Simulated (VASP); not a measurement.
NaI in VASP 6.6.1, single-point calculation

INCAR

```
LWAVE = .FALSE.
LREAL = .FALSE.
ISIF = 2
GGA = PE
NSW = 0
NELM = 120
SIGMA = 0.02
LASPH = .TRUE.
NBANDS = 14
ENCUT = 520
IBRION = -1
LCHARG = .FALSE.
PREC = Accurate
BMIX = 2
ISMEAR = -1
EDIFF = 1E-7
```

KPOINTS

```
KPOINTS created by Atomic Simulation Environment
0
Gamma
6 6 6
0 0 0
```

POSCAR

```
Na I
 1.0000000000000000
     3.9225530217000002    0.0000000000000000    0.0000000000000000
     0.0000000000000000    3.9225530217000002    0.0000000000000000
     0.0000000000000000    0.0000000000000000    4.0405366932000000
 Na  I
   1   1
Cartesian
  0.0000000000000000  0.0000000000000000  0.0000000000000000
  1.9612765108500001  1.9612765108500001  2.0202683466000004
```

The recommended PBE PAW datasets give the neutral cell 14 valence electrons.

Command

```
mpirun -np 1 vasp_std
```

OSZICAR

```
N       E                     dE             d eps       ncg     rms          rms(c)
DAV:   1     0.845973431178E+02    0.84597E+02   -0.66705E+03  1120   0.905E+02
DAV:   2     0.133761375602E+01   -0.83260E+02   -0.77023E+02  1170   0.228E+02
DAV:   3    -0.500932938136E+01   -0.63469E+01   -0.63062E+01  1474   0.608E+01
DAV:   4    -0.515862259659E+01   -0.14929E+00   -0.14925E+00  1392   0.951E+00
DAV:   5    -0.516314996711E+01   -0.45274E-02   -0.45273E-02  1474   0.165E+00    0.213E+00
DAV:   6    -0.510269943024E+01    0.60451E-01   -0.28528E-02  1378   0.110E+00    0.146E+00
DAV:   7    -0.504815097226E+01    0.54548E-01   -0.13668E-01  1336   0.205E+00    0.419E-01
DAV:   8    -0.504593882726E+01    0.22121E-02   -0.64396E-03  1258   0.689E-01    0.201E-01
DAV:   9    -0.504547234241E+01    0.46648E-03   -0.15583E-03  1246   0.363E-01    0.123E-01
DAV:  10    -0.504549825047E+01   -0.25908E-04   -0.48270E-05  1414   0.591E-02    0.790E-02
DAV:  11    -0.504553147590E+01   -0.33225E-04   -0.12734E-04  1348   0.138E-01    0.262E-02
DAV:  12    -0.504553967707E+01   -0.82012E-05   -0.15665E-05  1396   0.532E-02    0.171E-02
DAV:  13    -0.504553860185E+01    0.10752E-05   -0.75560E-07  1420   0.106E-02    0.109E-02
DAV:  14    -0.504553793942E+01    0.66243E-06   -0.54168E-07  1252   0.482E-03    0.447E-03
DAV:  15    -0.504553834599E+01   -0.40657E-06   -0.40941E-08  1266   0.134E-03    0.136E-03
DAV:  16    -0.504553828152E+01    0.64472E-07   -0.74226E-09   716   0.722E-04
   1 F= -.50455383E+01 E0= -.50455383E+01  d E =-.186390E-10
```

From OUTCAR

```
k-points           NKPTS =     40   k-points in BZ     NKDIM =     40   number of bands    NBANDS=     14

   NELECT =      14.0000    total number of electrons

   dimension x,y,z NGX =    30 NGY =   30 NGZ =   30
   dimension x,y,z NGXF=    60 NGYF=   60 NGZF=   60

  energy-cutoff  :      520.00
  volume of cell :       62.17
      direct lattice vectors                 reciprocal lattice vectors
     3.922553022  0.000000000  0.000000000     0.254936006  0.000000000  0.000000000
     0.000000000  3.922553022  0.000000000     0.000000000  0.254936006  0.000000000
     0.000000000  0.000000000  4.040536693     0.000000000  0.000000000  0.247491874

 k-points in reciprocal lattice and weights: KPOINTS created by Atomic Simulation Env
   0.00000000  0.00000000  0.00000000       0.005
   0.16666667  0.00000000  0.00000000       0.019
   0.33333333  0.00000000  0.00000000       0.019
   0.50000000  0.00000000  0.00000000       0.009
   0.16666667  0.16666667  0.00000000       0.019
   0.33333333  0.16666667  0.00000000       0.037
   0.50000000  0.16666667  0.00000000       0.019
   0.33333333  0.33333333  0.00000000       0.019
   ...

 E-fermi :   2.9258

 k-point     1 :       0.0000    0.0000    0.0000
  band No.  band energies     occupation
      1     -21.2513      2.00000
      2     -21.2513      2.00000
      3     -21.2470      2.00000
      4      -9.6130      2.00000
      5       1.5334      2.00000
      6       1.8292      2.00000
      7       1.8292      2.00000
      8       4.8297      0.00000
      9       7.8223      0.00000
     10       8.0110      0.00000
     11      13.8008      0.00000
     12      14.1002      0.00000
     13      14.1002      0.00000
     14      14.3691      0.00000

 k-point     2 :       0.1667    0.0000    0.0000
  band No.  band energies     occupation
      1     -21.2542      2.00000
      2     -21.2510      2.00000
      3     -21.2467      2.00000
      4      -9.5183      2.00000
      5       0.7807      2.00000
      6       1.6244      2.00000
      7       1.9171      2.00000
      8       5.5144      0.00000
      9       8.1105      0.00000
     10       8.9449      0.00000
     11      12.1488      0.00000
     12      12.6022      0.00000
     13      13.1521      0.00000
     14      14.5739      0.00000

 k-point     3 :       0.3333    0.0000    0.0000
  band No.  band energies     occupation
      1     -21.2601      2.00000
      2     -21.2504      2.00000
      3     -21.2461      2.00000
      4      -9.3128      2.00000
      5      -0.5855      2.00000
      6       1.8208      2.00000
      7       2.1061      2.00000
      8       6.4626      0.00000
      9       8.7925      0.00000
     10       9.6470      0.00000
     11      10.6564      0.00000
     12      11.1449      0.00000
     13      12.3541      0.00000
     14      13.7180      0.00000

 k-point     4 :       0.5000    0.0000    0.0000
  band No.  band energies     occupation
      1     -21.2630      2.00000
      2     -21.2502      2.00000
      3     -21.2458      2.00000
      4      -9.2005      2.00000
      5      -1.1302      2.00000
      6       1.9276      2.00000
      7       2.2085      2.00000
      8       7.1149      0.00000
      9       8.9991      0.00000
     10       9.4416      0.00000
     11      10.0986      0.00000
     12      10.5973      0.00000
     13      11.2103      0.00000
     14      15.5528      0.00000

 ...

  Total        0.8087554      0.8087554      0.1762863      0.0000000      0.0000000     -0.0000000
  in kB       20.8425599     20.8425599      4.5431027      0.0000000      0.0000000     -0.0000000
  external PRESSURE =      15.4094075 kB  Pullay stress =       0.0000000 kB

 POSITION                                       TOTAL-FORCE (eV/Angst)
 -----------------------------------------------------------------------------------
      0.00000      0.00000      0.00000         0.000000      0.000000      0.000000
      1.96128      1.96128      2.02027         0.000000      0.000000      0.000000
 -----------------------------------------------------------------------------------
    total drift:                                0.000000     -0.000000     -0.000000

  FREE ENERGIE OF THE ION-ELECTRON SYSTEM (eV)
  ---------------------------------------------------
  free  energy   TOTEN  =        -5.0455382815 eV

  energy  without entropy=       -5.0455382815  energy(sigma->0) =       -5.04553828
```

It converged. Results: gap between bands v and c on the k mesh 2.30 eV; least direct gap on the k mesh 2.55 eV; pressure 1.5 GPa. Band v is the last that the valence electrons fill when counted band by band, and c is the next.

For comparison, a separate PBE run of the intended cell, on usual settings and not on those above, gives a gap of 2.30 eV on its mesh and a pressure of 1.5 GPa.

The run above took about 19 s on one core of a shared host (Intel Xeon 6975P-C) and held 0.18 GiB at most.
